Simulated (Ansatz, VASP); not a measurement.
# CaO (Lime) in two plane-wave programs

Wanted: the spread between two codes on one cell, functional and k mesh.

Main program and level: Ansatz 0.2.0; plane waves, with VASP 6.6.1 beside it; single point at PBE.

## 1. The structure

The structure is cubic, space group Fm-3m (No. 225). Conventional cell: a = 4.813 Å, b = 4.813 Å, c = 4.813 Å, α = 90.00°, β = 90.00°, γ = 90.00°. Nearest to Ca lie 6 O at 2.41 Å. Nearest to O lie 6 Ca at 2.41 Å. Farther neighbours and most contacts between anions are not listed.

## 2. Ansatz: single point, PBE

Ansatz runs on its default PAW (the set named soft_2) files.

With cell and atoms fixed, the geometry can't cause a difference; cores, projectors, grids and the points listed under the comparison can.

Contents of input.yaml:

```yaml
crystal:
  lattice:
    - [0.0, 2.4065, 2.4065]
    - [2.4065, 0.0, 2.4065]
    - [2.4065, 2.4065, 0.0]
  atoms:
    - { symbol: Ca, position: [0.0, 0.0, 0.0] }
    - { symbol: O, position: [0.5, 0.5, 0.5] }
hamiltonian:
  xc: pbe
  pseudopotentials: { kind: paw }
kpoints:
  mp_grid: { grid: [7, 7, 7] }
scf:
  occupations: { method: gaussian, width: 0.01 }
  n_extra_bands: 4
output:
  forces: true
  stress: true
  eigenvalues: true
  write_density: true
  write_potential: true
  elf: true
  volumetric_format: npy
```

Command:

```sh
$ ansatz run input.yaml --threads 2 --pin off --max-ram 4608MiB --backend cpu --events-out ev --progress --plain --runs-dir out
```

Numbers of over 12 decimals in the logs are rounded to 6 here.

What it wrote:

```text
scf.n_extra_bands = 4 over 8 filled bands (N_el = 16.0): the run solves 12 bands
Engine: ansatz 0.2.0, aarch64-unknown-linux-gnu
Pseudopotentials: kind: paw
Pseudopotential: Ca, paw, valence charge 10, recommended cutoff 420 eV (normal), Ca.paw.azcp
Pseudopotential: O, paw, valence charge 6, recommended cutoff 420 eV (normal), O.paw.azcp
Functional definition: PBE
  parameter kappa = 0.804
  parameter beta = 0.066725
  exchange = pbe_x(kappa = kappa, mu = beta*pi^2/3)
  correlation = pbe_c(beta = beta)
Crystal: 2 atoms, lattice volume = 27.873 Å³
Basis set: ecut = 420 eV, 537 PW (Γ), exchange–correlation on 48×48×48 points (8 copies of the dense FFT grid, shifted against one another)
Bands: 12, of which v1, the nominal top of the filled ones, is band 8 counted from 1 (7 counted from 0)
Symmetry: 48 space group operations
Space group: Fm-3m (ITA 225), of the structure as read, at distance tolerance 3.0e-5 Å
k-points: 20 of 343
Non-local potential: Ca, projectors of the file, l = 0: 3, l = 1: 2, l = 2: 2
Non-local potential: O, projectors of the file, l = 0: 2, l = 1: 2, l = 2: 1
PAW form: soft (Blöchl's): semilocal exchange-correlation on the pseudo side does not see the compensation charge
PAW one-centre angular grid: Ca, 110 points (default); XC on 64 Gauss nodes
PAW one-centre angular grid: O, 110 points (default); XC on 64 Gauss nodes
Initial density: superposition of atomic densities (neutral atoms: chi_scale 0, normalization atom), corrected by the library's trained network
Initial wavefunctions: pseudopotential atomic-orbital guess
Functional: x = pbe(κ = 0.804, μ = 0.219515), c = pbe(β = 0.066725)
SCF iter   1: F=—  HF=-2387.721493 eV  |F-HF|=—  |Δ(HF+E_count)|=         —  Δρ=1.26e-3  dr2=3.68e-4  ethr=1.77e-3  ⟨swp⟩=7.1  Hψ=1677  notcnv=0
preconditioner: auto → none  [insulator: Δε(μ)=3.747 eV  Ē_g=18.097 eV  σ=0.010 eV  W_gap=1.00  n_scr=8 (ndim 8)  ℏωp=26.3 eV  f_vac=0.000  D(μ)=0.00/eV (n_scr^D=0)  ε∞_Penn≈3.1]
SCF iter   2: F=—  HF=-2387.721762 eV  |F-HF|=—  |Δ(HF+E_count)|=   2.68e-4  Δρ=2.32e-3  dr2=1.43e-3  ethr=2.30e-6  ⟨swp⟩=2.0  Hψ=635  notcnv=0
SCF iter   3: F=—  HF=-2387.721492 eV  |F-HF|=—  |Δ(HF+E_count)|=   2.69e-4  Δρ=8.07e-4  dr2=1.85e-4  ethr=2.30e-6  ⟨swp⟩=2.0  Hψ=380  notcnv=0
SCF iter   4: F=—  HF=-2387.721491 eV  |F-HF|=—  |Δ(HF+E_count)|=   8.13e-7  Δρ=6.37e-5  dr2=7.95e-7  ethr=1.16e-6  ⟨swp⟩=2.0  Hψ=322  notcnv=0
SCF iter   5: F=—  HF=-2387.721517 eV  |F-HF|=—  |Δ(HF+E_count)|=   2.52e-5  Δρ=1.10e-4  dr2=3.55e-6  ethr=4.97e-9  ⟨swp⟩=2.0  Hψ=380  notcnv=0
SCF iter   6: F=—  HF=-2387.721516 eV  |F-HF|=—  |Δ(HF+E_count)|=   7.27e-7  Δρ=3.34e-5  dr2=3.23e-7  ethr=4.97e-9  ⟨swp⟩=2.0  Hψ=312  notcnv=0
SCF iter   7: F=-2387.721516 eV  HF=-2387.721516 eV  |F-HF|=3.38e-8  |Δ(HF+E_count)|=   6.51e-8  Δρ=1.18e-5  dr2=3.98e-8  ethr=6.25e-10  ⟨swp⟩=7.0  Hψ=1134  notcnv=0
SCF 1 converged in 7 iterations: F = -2387.721516 eV  dr2 = 3.98e-8
  greatest PAW one-centre occupation: 0.995 electrons in one spin orbital (limit 2), on the Ca atom at site 0 (counted from 0), in its partial waves of l = 0
SCF converged after 7 iterations
Free energy (F): -2387.721516 eV
Harris-Foulkes:  -2387.721516 eV  (|F-HF|=3.38e-8)
Internal energy: -2387.721516 eV  (E = F + TS)
E sigma→0 (E₀):  -2387.721516 eV
Fermi energy:    9.523072 eV
--- Per-component energies (eV) ---
  E_band       = -101.741945
  E_kinetic    = 456.081408
  E_local      = -893.743921  (includes V_loc(G=0)·N_el)
  E_nonlocal   = 111.481446
  E_hartree    = 296.409340
  E_xc         = -213.279273
  E_vxc        = -268.334641  (∫ρ·V_xc dr)
  E_paw        = -1016.293048  (= ΣΔE_a)
  E_vpaw       = -100.043795  (= ΣTr[D̂ρ^β])
  E_aug_tail   = 0.002430  (compensation charges beyond the density's cutoff)
  E_ewald      = -1128.379897
  E_smearing   = -0.000000  (= −TS)
  E_closure    = -0.000000  (closes the sum)
  Σ components = -2387.721516   (vs F -2387.721516, Δ=0.00e0)
--- Forces (eV/Å), atoms counted from 1 ---
  atom   1  Ca    -0.00000000     0.00000000     0.00000000
  atom   2  O      0.00000000    -0.00000000     0.00000000
  max |Σ_I F_I| component: 1.95e-29 eV/Å
--- Stress (GPa, compression-positive) ---
        1.197313       0.000000       0.000000
        0.000000       1.197313       0.000000
        0.000000      -0.000000       1.197313
  P = ⅓ Tr σ = 1.1973 GPa (11.973 kbar)
--- Band table (eV; the first three rows and the last of 20) ---
  k-point 0: bands = [... 4 lower, -7.8597, 7.6487, 7.6487, 7.6487, 12.3461, 13.8763, 13.8763, 13.8763]
  k-point 1: bands = [... 4 lower, -7.5878, 6.9848, 7.3858, 7.3858, 13.2042, 13.8360, 14.2143, 14.2143]
  k-point 2: bands = [... 4 lower, -7.0836, 5.8623, 6.8718, 6.8718, 14.0029, 14.8842, 15.0594, 15.0594]
  k-point 19: bands = [... 4 lower, -7.2102, 6.2256, 6.5294, 6.7041, 13.5408, 14.5679, 16.1135, 16.9521]
```

Wall time 1.9 s (2 threads of Arm Neoverse N1, shared host); peak memory 0.25 GiB; 1.4 s of CPU time.

Reading the cycles: dr2 is the Hartree energy of the density residual (eV), the measure of convergence; HF is the Harris–Foulkes estimate of the energy, which meets the free energy F at convergence.

The run ends at a pressure of 1.20 GPa.

## 3. VASP: single point, PBE

The same cell, functional, mesh and smearing now go to VASP, with its own data sets and cutoff.

Lines of VASP's logs that name or quote its potential files are left out, and so is its time.

Contents of INCAR:

```
SYSTEM = CaO
PREC = Accurate
ENCUT = 520
EDIFF = 1E-07
NELM = 100
ISMEAR = 0
SIGMA = 0.01
LREAL = .FALSE.
ALGO = Normal
GGA = PE
NBANDS = 14
LORBIT = 11
LWAVE = .FALSE.
LCHARG = .FALSE.
KPAR = 2
```

Contents of POSCAR:

```
CaO
1.0
    0.0000000000      2.4065000000      2.4065000000
    2.4065000000      0.0000000000      2.4065000000
    2.4065000000      2.4065000000      0.0000000000
Ca O
1 1
Direct
    0.0000000000      0.0000000000      0.0000000000
    0.5000000000      0.5000000000      0.5000000000
```

Contents of KPOINTS:

```
Automatic mesh
0
Gamma
7 7 7
0 0 0
```

Potentials, in the order of the species: Ca_sv and O (PBE family, release 64).

Command:

```sh
$ mpirun -np 2 vasp_std
```

What it wrote:

```text
[banner, memory and clock lines left out]
running    2 mpi-ranks, on    1 nodes
 distrk:  each k-point on    1 cores,    2 groups
 distr:  one band on    1 cores,    1 groups

 POSCAR found type information on POSCAR CaO
 POSCAR found :  2 types and       2 ions
 LDA part: xc-table for (Slater+PW92), standard interpolation
 POSCAR, INCAR and KPOINTS ok, starting setup
 FFT: planning ... GRIDC
 FFT: planning ... GRID_SOFT
 FFT: planning ... GRID
 WAVECAR not read
 entering main loop
       N       E                     dE             d eps       ncg     rms          rms(c)
DAV:   1     0.128221648603E+03    0.12822E+03   -0.83571E+03   560   0.117E+03
DAV:   2    -0.880444442294E+01   -0.13703E+03   -0.12841E+03   730   0.305E+02
DAV:   3    -0.143382543672E+02   -0.55338E+01   -0.55019E+01   598   0.642E+01
DAV:   4    -0.145131637504E+02   -0.17491E+00   -0.17472E+00   880   0.943E+00
DAV:   5    -0.145141993992E+02   -0.10356E-02   -0.10356E-02   598   0.847E-01    0.857E+00
DAV:   6    -0.128636819154E+02    0.16505E+01   -0.58563E+00   584   0.236E+01    0.363E+00
DAV:   7    -0.128047780815E+02    0.58904E-01   -0.54498E-01   684   0.734E+00    0.178E+00
DAV:   8    -0.128026106084E+02    0.21675E-02   -0.74302E-02   640   0.295E+00    0.337E-01
DAV:   9    -0.128019326873E+02    0.67792E-03   -0.80036E-03   712   0.658E-01    0.121E-01
DAV:  10    -0.128027030822E+02   -0.77039E-03   -0.11598E-03   592   0.366E-01    0.641E-02
DAV:  11    -0.128026438659E+02    0.59216E-04   -0.13489E-04   786   0.134E-01    0.694E-03
DAV:  12    -0.128026446440E+02   -0.77819E-06   -0.13710E-05   582   0.332E-02    0.577E-03
DAV:  13    -0.128026441073E+02    0.53673E-06   -0.18590E-06   776   0.126E-02    0.634E-04
DAV:  14    -0.128026441427E+02   -0.35392E-07   -0.76872E-08   398   0.305E-03
   1 F= -.12802644E+02 E0= -.12802644E+02  d E =-.652772E-62
```

OUTCAR, selected parts (step 3):

```text
ion  position               nearest neighbor table
   1  0.000  0.000  0.000-   2 2.41   2 2.41   2 2.41   2 2.41   2 2.41   2 2.41
   2  0.500  0.500  0.500-   1 2.41   1 2.41   1 2.41   1 2.41   1 2.41   1 2.41

  LATTYP: Found a face centered cubic cell.
 ALAT       =     4.8130000000

 Subroutine GETGRP returns: Found 48 space group operations
 (whereof 48 operations were pure point group operations)

The static configuration has the point symmetry O_h .

 Found     20 irreducible k-points:

   k-points           NKPTS =     20   k-points in BZ     NKDIM =     20   number of bands    NBANDS=     14

   dimension x,y,z NGX =    28 NGY =   28 NGZ =   28
   dimension x,y,z NGXF=    56 NGYF=   56 NGZF=   56

   ENCUT  =  520.0 eV  38.22 Ry    6.18 a.u.   6.33  6.33  6.33*2*pi/ulx,y,z

   NELECT =      16.0000    total number of electrons

 k-points in reciprocal lattice and weights: Automatic mesh
   0.00000000  0.00000000  0.00000000       0.003
   0.14285714  0.00000000  0.00000000       0.023
   0.28571429  0.00000000  0.00000000       0.023
   0.42857143  0.00000000  0.00000000       0.023
   0.14285714  0.14285714  0.00000000       0.017
   0.28571429  0.14285714  0.00000000       0.070
   0.42857143  0.14285714  0.00000000       0.070
  -0.42857143  0.14285714  0.00000000       0.070
  -0.28571429  0.14285714  0.00000000       0.070
[...]
-0.42857143  0.42857143  0.14285714       0.070
  -0.28571429  0.42857143  0.14285714       0.070

 average (electrostatic) potential at core
       1 -44.0284       2 -70.2291

 E-fermi :   2.4417

 k-point     1 :       0.0000    0.0000    0.0000
  band No.  band energies     occupation
    ...
      4     -16.0940      2.00000
      5     -13.1982      2.00000
      6       2.3263      2.00000
      7       2.3263      2.00000
      8       2.3263      2.00000
      9       7.0060      0.00000
     10       8.5411      0.00000
     11       8.5411      0.00000
     12       8.5411      0.00000
     13      10.0395      0.00000
    ...

 k-point     2 :       0.1429    0.0000    0.0000
  band No.  band energies     occupation
    ...
      4     -16.1041      2.00000
      5     -12.9229      2.00000
      6       1.6585      2.00000
      7       2.0604      2.00000
      8       2.0604      2.00000
      9       7.8656      0.00000
     10       8.5031      0.00000
     11       8.8811      0.00000
     12       8.8811      0.00000
     13      10.5078      0.00000
    ...

 k-point     3 :       0.2857    0.0000    0.0000
  band No.  band energies     occupation
    ...
      4     -16.1268      2.00000
      5     -12.4136      2.00000
      6       0.5301      2.00000
      7       1.5417      2.00000
      8       1.5417      2.00000
      9       8.6730      0.00000
     10       9.5475      0.00000
     11       9.7303      0.00000
     12       9.7303      0.00000
     13      11.5684      0.00000
    ...

  Total        0.3109794      0.3109794      0.3109794      0.0000000      0.0000000      0.0000000
  in kB       17.8753545     17.8753545     17.8753545      0.0000000      0.0000000      0.0000000
  external PRESSURE =      17.8753545 kB  Pullay stress =       0.0000000 kB

  energy-cutoff  :      520.00
  volume of cell :       27.87
      direct lattice vectors                 reciprocal lattice vectors
     0.000000000  2.406500000  2.406500000    -0.207770621  0.207770621  0.207770621
     2.406500000  0.000000000  2.406500000     0.207770621 -0.207770621  0.207770621
     2.406500000  2.406500000  0.000000000     0.207770621  0.207770621 -0.207770621

 POSITION                                       TOTAL-FORCE (eV/Angst)
 -----------------------------------------------------------------------------------
      0.00000      0.00000      0.00000         0.000000      0.000000      0.000000
      2.40650      2.40650      2.40650         0.000000     -0.000000     -0.000000
 -----------------------------------------------------------------------------------
    total drift:                                0.000000      0.000000      0.000000

  FREE ENERGIE OF THE ION-ELECTRON SYSTEM (eV)
  ---------------------------------------------------
  free  energy   TOTEN  =       -12.8026441427 eV

  energy  without entropy=      -12.8026441427  energy(sigma->0) =      -12.80264414

 total charge
# of ion       s       p       d       tot
------------------------------------------
    1        2.041   5.881   0.299   8.220
    2        1.550   3.451   0.000   5.001
--------------------------------------------------
tot          3.590   9.332   0.299  13.221

[... 3 further parts left out ...]
```

The run ends at a pressure of 1.79 GPa.

## 4. Side by side

Known differences besides the potentials themselves: the cutoff is 420 eV in Ansatz and 520 eV in VASP; VASP leaves aspherical gradient terms in its spheres out (LASPH is not set), Ansatz keeps them. Total energies have different zeros and are not compared.

Both answers:

```tsv
quantity	Ansatz	VASP	difference
pressure (GPa)	1.20	1.79	-0.59
pressure without Ansatz's Pulay correction (GPa)	0.78	1.79	-1.01
gap on the k mesh (eV)	3.749	3.729	+0.019
```

A gap on the mesh is an upper bound, since the band edges may lie between its points. Ansatz's pressure holds a Pulay correction of 0.42 GPa; VASP's holds none.

## 5. Summary of results

- difference in gap on the k mesh (single point, PBE): 0.019 eV
- difference in pressure (single point, PBE): -0.59 GPa

In words: The difference in pressure is -0.59 GPa (single point, PBE), within the 1 GPa picked in this series as the mark of a large difference. Such differences can come from data sets, numerical settings and the points named under the comparisons, not from the functional's error against experiment.

[Lines on the potential files, build, host, timing and source positions are cut from VASP's logs without a mark.]

[Logs are printed without paths, hosts, clocks, repeated set-up lines and the standing remarks that a program may print on its own settings, such as how far it seeks lower states.]

[Hosts, paths, dates, database ids (printed as entryN), source tags and the programs' standing remarks are cut or masked in the printed files.]
